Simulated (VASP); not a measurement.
# Zr (P6_3/mmc) in VASP: further runs

The runs below take Zr through relaxation of cell and atoms, electrostatic potential, with LDA.

All numbers are computed with VASP 6.6.1; they aren't measurements. Logs are shortened: lines on timing, memory, paths and dates and some standing lists are left out, and cuts for length are marked.

## Step 1: The structure

The structure is hexagonal, space group P6_3/mmc (No. 194). Conventional cell: a = 3.190 Å, b = 3.190 Å, c = 5.110 Å, α = 90.00°, β = 90.00°, γ = 120.00°. Zr (site symmetry -6m2) is surrounded by 12 Zr at 3.15 to 3.19 Å.

The cell was built by a generator and needn't be a form met in nature.

## Step 2: Relaxation of cell and atoms, LDA

INCAR reads:

```
PREC = Accurate ; ENCUT = 600
EDIFF = 1E-7 ; ISMEAR = 1
SIGMA = 0.1 ; LREAL = F
LASPH = T ; NELM = 120
ALGO = Fast ; ISIF = 3
LWAVE = F ; LCHARG = F
IBRION = 2 ; NSW = 60
EDIFFG = -0.005
```

KPOINTS reads:

```
Automatic mesh
0
Gamma
  16 16 8
```

POSCAR reads:

```
Zr
1.0
    3.1900000000      0.0000000000      0.0000000000
   -1.5950000000      2.7626210400      0.0000000000
    0.0000000000      0.0000000000      5.1100000000
Zr
2
Direct
    0.3333333300      0.6666666700      0.2500000000
    0.6666666700      0.3333333300      0.7500000000
```

Potentials or basis: VASP PAW LDA potentials, release 64 (Zr_sv).

Command:

```sh
cat potpaw_LDA.64/Zr_sv/POTCAR > POTCAR
mpirun -np 1 vasp_std > vasp.out
```

OUTCAR:

```text
PREC = Accurate
   ENCUT = 600
   EDIFF = 1E-7
   ISMEAR = 1
   LREAL = F
   LASPH = T
   NELM = 120
   ISIF = 3
   IBRION = 2
   NSW = 60
   EDIFFG = -0.005

 ion  position               nearest neighbor table
   1  0.333  0.667  0.250-   2 3.15   2 3.15   2 3.15   2 3.15   2 3.15   2 3.15
   2  0.667  0.333  0.750-   1 3.15   1 3.15   1 3.15   1 3.15   1 3.15   1 3.15

  LATTYP: Found a hexagonal cell.
 ALAT       =     3.1900000000
 C/A-ratio  =     1.6018808777

  Lattice vectors:

 A1 = (   3.1900000000,   0.0000000000,   0.0000000000)
 A2 = (  -1.5950000000,   2.7626210400,   0.0000000000)
 A3 = (   0.0000000000,   0.0000000000,   5.1100000000)

Analysis of symmetry for initial positions (statically):
=====================================================================
 Subroutine PRICEL returns:
 Original cell was already a primitive cell.

 Routine SETGRP: Setting up the symmetry group for a
 hexagonal supercell.

 Subroutine GETGRP returns: Found 24 space group operations
 (whereof 12 operations were pure point group operations)
 out of a pool of 24 trial point group operations.

The static configuration has the point symmetry D_3d.
 The point group associated with its full space group is D_6h.

Analysis of symmetry for dynamics (positions and initial velocities):
=====================================================================
 Subroutine PRICEL returns:
 Original cell was already a primitive cell.

 Routine SETGRP: Setting up the symmetry group for a
 hexagonal supercell.

 Subroutine GETGRP returns: Found 24 space group operations
 (whereof 12 operations were pure point group operations)
 out of a pool of 24 trial point group operations.

The dynamic configuration has the point symmetry D_3d.
 The point group associated with its full space group is D_6h.

 Subroutine INISYM returns: Found 24 space group operations
 (whereof 12 operations are pure point group operations),
 and found     1 'primitive' translations

----------------------------------------------------------------------------------------

                                     Primitive cell

  volume of cell :      45.0332

  direct lattice vectors                    reciprocal lattice vectors
     3.190000000  0.000000000  0.000000000     0.313479624  0.180987545  0.000000000
    -1.595000000  2.762621040  0.000000000     0.000000000  0.361975090  0.000000000
     0.000000000  0.000000000  5.110000000     0.000000000  0.000000000  0.195694716

  length of vectors
     3.190000000  3.190000002  5.110000000     0.361975090  0.361975090  0.195694716

  position of ions in fractional coordinates (direct lattice)
     0.333333330  0.666666670  0.250000000
     0.666666670  0.333333330  0.750000000

  ion indices of the primitive-cell ions
   primitive index   ion index
                 1           1
                 2           2

----------------------------------------------------------------------------------------

 KPOINTS: Automatic mesh

Automatic generation of k-mesh.
 Grid dimensions read from file:
 generate k-points for:   16   16    8

 Generating k-lattice:

  Cartesian coordinates                     Fractional coordinates (reciprocal lattice)
     0.019592476  0.011311722  0.000000000     0.062500000  0.000000000  0.000000000
     0.000000000  0.022623443  0.000000000     0.000000000  0.062500000  0.000000000
     0.000000000  0.000000000  0.024461840     0.000000000  0.000000000  0.125000000

  Length of vectors
     0.022623443  0.022623443  0.024461840

  Shift w.r.t. Gamma in fractional coordinates (k-lattice)
     0.000000000  0.000000000  0.000000000

 Subroutine IBZKPT returns following result:
 ===========================================

 Found    150 irreducible k-points:

 Following reciprocal coordinates:
            Coordinates               Weight
  0.000000  0.000000  0.000000      1.000000
  0.062500 -0.000000  0.000000      6.000000
  0.125000 -0.000000  0.000000      6.000000
  0.187500 -0.000000  0.000000      6.000000
  0.250000 -0.000000  0.000000      6.000000
  0.312500 -0.000000  0.000000      6.000000
[... 16 lines left out ...]
  0.187500  0.187500  0.000000      6.000000
  0.250000  0.187500  0.000000     12.000000
 [... further k-points ...]
   k-points           NKPTS =    150   k-points in BZ     NKDIM =    150   number of bands    NBANDS=     16
   number of dos      NEDOS =    301   number of ions     NIONS =      2
   total plane-waves  NPLWV =  32928
   dimension x,y,z NGX =    28 NGY =   28 NGZ =   42
   dimension x,y,z NGXF=    56 NGYF=   56 NGZF=   84
   ions per type =               2
   NGX,Y,Z   is equivalent  to a cutoff of  14.59, 14.59, 13.66 a.u.
   NGXF,Y,Z  is equivalent  to a cutoff of  29.18, 29.18, 27.33 a.u.
 SYSTEM =  unknown system
   PREC   = accura    normal or accurate (medium, high low for compatibility)
   ISTART =      0    job   : 0-new  1-cont  2-samecut
   ICHARG =      2    charge: 1-file 2-atom 10-const
   ISPIN  =      1    spin polarized calculation?
   LNONCOLLINEAR =      F non collinear calculations
   LSORBIT =      F    spin-orbit coupling
   LASPH  =      T    aspherical Exc in radial PAW
   ENCUT  =  600.0 eV  44.10 Ry    6.64 a.u.   6.37  6.37 10.21*2*pi/ulx,y,z
   NELM   =    120;   NELMIN=  2; NELMDL= -5     # of ELM steps
   EDIFF  = 0.1E-06   stopping-criterion for ELM
   LREAL  =      F    real-space projection
   EDIFFG = -.5E-02   stopping-criterion for IOM
   NSW    =     60    number of steps for IOM
   IBRION =      2    ionic relax: 0-MD 1-quasi-New 2-CG
   NFREE  =      1    steps in history (QN), initial steepest desc. (CG)
   ISIF   =      3    stress and relaxation
   ISYM   =      2    0-nonsym 1-usesym 2-fastsym
   POTIM  = 0.5000    time-step for ionic-motion
   TEBEG  =    0.0;   TEEND  =   0.0 temperature during run
   PSTRESS=    0.0 pullay stress
   NELECT =      24.0000    total number of electrons
   NUPDOWN=      -1.0000    fix difference up-down
   EMIN   =  10.00;   EMAX   =-10.00  energy-range for DOS
   EFERMI =   0.00;   METHOD = LEGACY
   ISMEAR =     1;   SIGMA  =   0.10  broadening in eV -4-tet -1-fermi 0-gaus
   EFERMI_NEDOS =   21; number of points for ismear=-14 and -15
   IALGO  =     68    algorithm
   IMIX   =      4    mixing-type and parameters
     AMIX     =   0.40;   BMIX     =  1.00
     AMIX_MAG =   1.60;   BMIX_MAG =  1.00
  volume/ion in A,a.u.               =      22.52       151.95
  Fermi-wavevector in a.u.,A,eV,Ry     =   1.327295  2.508225 23.969564  1.761713
  Thomas-Fermi vector in A             =   2.456618
   LORBIT       =      0    0 simple, 1 ext, 2 COOP (PROOUT), +10 PAW based schemes
   GGA     = CA    functional components
   LHFCALC =     F    Hartree Fock is set to
   AEXX    =    0.0000 exact exchange contribution
   IVDW    =     0    specifies the selected vdW correction
   LEPSILON=     F    determine dielectric tensor
   LRPA    =     F    only Hartree local field effects (RPA)
 conjugate gradient relaxation of ions
 non-spin polarized calculation
 RMM-DIIS sequential band-by-band and
 Methfessel and Paxton  Order N= 1 SIGMA  =   0.10
  energy-cutoff  :      600.00
  volume of cell :       45.03
 maximum number of plane-waves:      1524
 NGX is ok and might be reduce to    28
   NGX = 13   NGY = 13   NGZ = 21

--------------------------------------- Ionic step        1  -------------------------------------------

 number of electron      24.0000000 magnetization

 Free energy of the ion-electron system (eV)
  ---------------------------------------------------
  ext. energy  EPLUGINS =         0.00000000
  ---------------------------------------------------
  free energy    TOTEN  =       -18.57093168 eV

  energy without entropy =      -18.57100411  energy(sigma->0) =      -18.57095582

------------------------ aborting loop because EDIFF is reached ----------------------------------------

  FORCE on cell =-STRESS in cart. coord.  units (eV):
  Direction    XX          YY          ZZ          XY          YZ          ZX
  --------------------------------------------------------------------------------------
  -------------------------------------------------------------------------------------
  Total       -0.8923293     -0.8923293     -0.8109612      0.0000000      0.0000000      0.0000000
  in kB      -31.7470114    -31.7470114    -28.8521223      0.0000000      0.0000000      0.0000000
  external PRESSURE =     -30.7820484 kB  Pullay stress =       0.0000000 kB

 VOLUME and BASIS-vectors are now :
 -----------------------------------------------------------------------------
  energy-cutoff  :      600.00
  volume of cell :       45.03
      direct lattice vectors                 reciprocal lattice vectors
     3.190000000  0.000000000  0.000000000     0.313479624  0.180987545  0.000000000
    -1.595000000  2.762621040  0.000000000     0.000000000  0.361975090  0.000000000
     0.000000000  0.000000000  5.110000000     0.000000000  0.000000000  0.195694716
[... 145 lines left out ...]
 POSITION                                       TOTAL-FORCE (eV/Angst)
 -----------------------------------------------------------------------------------
     -0.00000      1.81919      1.26825        -0.000000      0.000000      0.000000
      1.57546      0.90960      3.80476         0.000000     -0.000000      0.000000
 -----------------------------------------------------------------------------------
    total drift:                               -0.000010      0.000006     -0.000000

  FREE ENERGIE OF THE ION-ELECTRON SYSTEM (eV)
  ---------------------------------------------------
  free  energy   TOTEN  =       -18.5848402373 eV

  energy  without entropy=      -18.5845725502  energy(sigma->0) =      -18.58475101

--------------------------------------- Ionic step        6  -------------------------------------------

 number of electron      24.0000000 magnetization

 Free energy of the ion-electron system (eV)
  ---------------------------------------------------
  ext. energy  EPLUGINS =         0.00000000
  ---------------------------------------------------
  free energy    TOTEN  =       -18.58493770 eV

  energy without entropy =      -18.58464427  energy(sigma->0) =      -18.58483989

 E-fermi :   9.5614     XC(G=0): -11.5965

 val. band max:        9.5589788286   @ k =   0.3125   0.3125   0.3750
 cond. band min:       9.5708327964   @ k =   0.3125   0.2500   0.5000
 fundamental gap:      0.0118539678
 Fermi energy:         9.5614133022

 k-point     1 :       0.0000    0.0000    0.0000
  band No.  band energies     occupation
      1     -38.8993      2.00000
      2     -38.7025      2.00000
      3     -17.6841      2.00000
      4     -16.6015      2.00000
      5     -16.6015      2.00000
      6     -16.4586      2.00000
[... 8 lines left out ...]
     15      11.1262     -0.00000
     16      11.1262     -0.00000
[... 419 lines left out ...]
 k-point    24 :       0.2500    0.1875    0.0000
  band No.  band energies     occupation
      1     -38.7406      2.00000
      2     -38.6494      2.00000
      3     -17.2757      2.00000
      4     -17.2457      2.00000
      5     -17.1935      2.00000
      6     -16.8812      2.00000
[... 8 lines left out ...]
     15      10.7046     -0.00000
     16      12.6775      0.00000

 [... further k-points ...]
[... 5 lines left out ...]
  --------------------------------------------------------------------------------------
  -------------------------------------------------------------------------------------
  Total        0.0098198      0.0098198      0.0092752      0.0000000     -0.0000000      0.0000000
  in kB        0.3608092      0.3608092      0.3407985      0.0000000     -0.0000000      0.0000000
  external PRESSURE =       0.3541390 kB  Pullay stress =       0.0000000 kB

 VOLUME and BASIS-vectors are now :
 -----------------------------------------------------------------------------
  energy-cutoff  :      600.00
  volume of cell :       43.61
      direct lattice vectors                 reciprocal lattice vectors
     3.146813667  0.000000000  0.000000000     0.317781765  0.183471387 -0.000000000
    -1.573406833  2.725220578 -0.000000000    -0.000000000  0.366942774 -0.000000000
     0.000000000  0.000000000  5.084692738    -0.000000000  0.000000000  0.196668718

 POSITION                                       TOTAL-FORCE (eV/Angst)
 -----------------------------------------------------------------------------------
     -0.00000      1.81681      1.27117         0.000000     -0.000000      0.000000
      1.57341      0.90841      3.81352        -0.000000      0.000000      0.000000
 -----------------------------------------------------------------------------------
    total drift:                               -0.000010      0.000006     -0.000000

  FREE ENERGIE OF THE ION-ELECTRON SYSTEM (eV)
  ---------------------------------------------------
  free  energy   TOTEN  =       -18.5849376981 eV

  energy  without entropy=      -18.5846442682  energy(sigma->0) =      -18.58483989

 reached required accuracy - stopping structural energy minimisation
```

Run time: 6.4 min. Hardware: 1 thread of Intel Xeon 6975P-C (Granite Rapids), shared host; peak memory 0.25 GiB.

Results:

```
Free energy                            : -18.5849 eV
Relaxed volume                         : 21.80 Å³/atom
Relaxed cell                           : a = 3.147 Å, b = 3.147 Å, c = 5.085 Å, α = 90.00°, β = 90.00°, γ = 120.00°
Space group after relaxing (to 0.05 Å) : P6_3/mmc (No. 194)
Energy gained by relaxing              : 7.0 meV/atom
Ionic steps                            : 6
Pressure after relaxing                : 0.0 GPa
Band gap on the k mesh                 : none (metal or under the smearing width)
```

Step by step:
| step | energy change (eV) | largest force (eV/Å) | pressure (GPa) | volume (Å³) |
| --- | --- | --- | --- | --- |
| 1 | 0.0000 | 0.0000 | -3.08 | 45.03 |
| 2 | 0.0011 | 0.0000 | 3.50 | 42.27 |
| 3 | -0.0136 | 0.0000 | -0.01 | 43.66 |
| 4 | -0.0135 | 0.0000 | 0.06 | 43.63 |
| 5 | -0.0139 | 0.0000 | 0.05 | 43.62 |
| 6 | -0.0140 | 0.0000 | 0.04 | 43.61 |

Final structure:
```
Zr
1.0
     3.14681    0.00000    0.00000
    -1.57341    2.72522    0.00000
     0.00000    0.00000    5.08469
Zr
2
Direct
  0.33333 0.66667 0.25000
  0.66667 0.33333 0.75000
```

## Step 3: Electrostatic potential, LDA

This run uses another cell than the first one, of 21.80 Å³/atom, 0.968 times its volume.

INCAR reads:

```
  ALGO = Fast
  EDIFF = 1E-7
  ENCUT = 520
  ISIF = 2
  ISMEAR = 1
  LASPH = True
  LCHARG = True
  LREAL = False
  LVHAR = True
  LWAVE = False
  NELM = 60
  PREC = Accurate
  SIGMA = 0.1
```

KPOINTS reads:

```
k-points
0
Gamma
  16 16 8
```

POSCAR reads:

```
Zr                                      
1.0
    3.1468136667      0.0000000000      0.0000000000
   -1.5734068334      2.7252205782     -0.0000000000
    0.0000000000      0.0000000000      5.0846927380
  Zr            
     2
Direct
     0.3333333300000021    0.6666666699999979    0.2500000000000000
     0.6666666699999979    0.3333333300000021    0.7500000000000000
```

Potentials or basis: VASP PAW LDA potentials, release 64 (Zr_sv).

Command:

```sh
cat potpaw_LDA.64/Zr_sv/POTCAR > POTCAR
mpirun -np 1 vasp_std > vasp.out
```

OUTCAR:

```text
EDIFF = 1E-7
   ENCUT = 520
   ISIF = 2
   ISMEAR = 1
   LASPH = True
   LREAL = False
   NELM = 60
   PREC = Accurate

 ion  position               nearest neighbor table
   1  0.333  0.667  0.250-   2 3.12   2 3.12   2 3.12   2 3.12   2 3.12   2 3.12
   2  0.667  0.333  0.750-   1 3.12   1 3.12   1 3.12   1 3.12   1 3.12   1 3.12

  LATTYP: Found a hexagonal cell.
 ALAT       =     3.1468136667
 C/A-ratio  =     1.6158226309

  Lattice vectors:

 A1 = (   3.1468136667,   0.0000000000,   0.0000000000)
 A2 = (  -1.5734068334,   2.7252205782,   0.0000000000)
 A3 = (   0.0000000000,   0.0000000000,   5.0846927380)

Analysis of symmetry for initial positions (statically):
=====================================================================
 Subroutine PRICEL returns:
 Original cell was already a primitive cell.

 Routine SETGRP: Setting up the symmetry group for a
 hexagonal supercell.

 Subroutine GETGRP returns: Found 24 space group operations
 (whereof 12 operations were pure point group operations)
 out of a pool of 24 trial point group operations.

[... 160 lines left out ...]
  ext. energy  EPLUGINS =         0.00000000
  ---------------------------------------------------
  free energy    TOTEN  =       -18.58449705 eV

  energy without entropy =      -18.58420333  energy(sigma->0) =      -18.58439915

 E-fermi :   9.5616     XC(G=0): -11.5965

 val. band max:        9.5591539354   @ k =   0.3125   0.3125   0.3750
 cond. band min:       9.5710032337   @ k =   0.3125   0.2500   0.5000
 fundamental gap:      0.0118492983
 Fermi energy:         9.5616210146

 k-point     1 :       0.0000    0.0000    0.0000
  band No.  band energies     occupation
      1     -38.8989      2.00000
      2     -38.7020      2.00000
      3     -17.6835      2.00000
      4     -16.6008      2.00000
      5     -16.6008      2.00000
      6     -16.4580      2.00000
[... 433 lines left out ...]
      3     -17.2751      2.00000
      4     -17.2451      2.00000
      5     -17.1929      2.00000
      6     -16.8805      2.00000
[... 8 lines left out ...]
     15      10.7048     -0.00000
     16      12.6777      0.00000

 [... further k-points ...]
[... 5 lines left out ...]
  --------------------------------------------------------------------------------------
  -------------------------------------------------------------------------------------
  Total        0.0061280      0.0061280      0.0072399     -0.0000000     -0.0000000      0.0000000
  in kB        0.2251595      0.2251595      0.2660133     -0.0000000     -0.0000000      0.0000000
  external PRESSURE =       0.2387774 kB  Pullay stress =       0.0000000 kB

 VOLUME and BASIS-vectors are now :
 -----------------------------------------------------------------------------
  energy-cutoff  :      520.00
  volume of cell :       43.61
      direct lattice vectors                 reciprocal lattice vectors
     3.146813667  0.000000000  0.000000000     0.317781765  0.183471387  0.000000000
    -1.573406833  2.725220578  0.000000000     0.000000000  0.366942774  0.000000000
     0.000000000  0.000000000  5.084692738     0.000000000  0.000000000  0.196668718

 POSITION                                       TOTAL-FORCE (eV/Angst)
 -----------------------------------------------------------------------------------
     -0.00000      1.81681      1.27117         0.000000     -0.000000      0.000000
      1.57341      0.90841      3.81352        -0.000000      0.000000      0.000000
 -----------------------------------------------------------------------------------
    total drift:                               -0.000010      0.000006     -0.000000

  FREE ENERGIE OF THE ION-ELECTRON SYSTEM (eV)
  ---------------------------------------------------
  free  energy   TOTEN  =       -18.5844970525 eV

  energy  without entropy=      -18.5842033314  energy(sigma->0) =      -18.58439915
```

Wall time 55 s (1 thread of Intel Xeon 6975P-C (Granite Rapids), shared host); peak memory 0.21 GiB.

What came out:

```
Free energy            : -18.5845 eV
Pressure               : 0.0 GPa
Band gap on the k mesh : none (metal or under the smearing width)
```
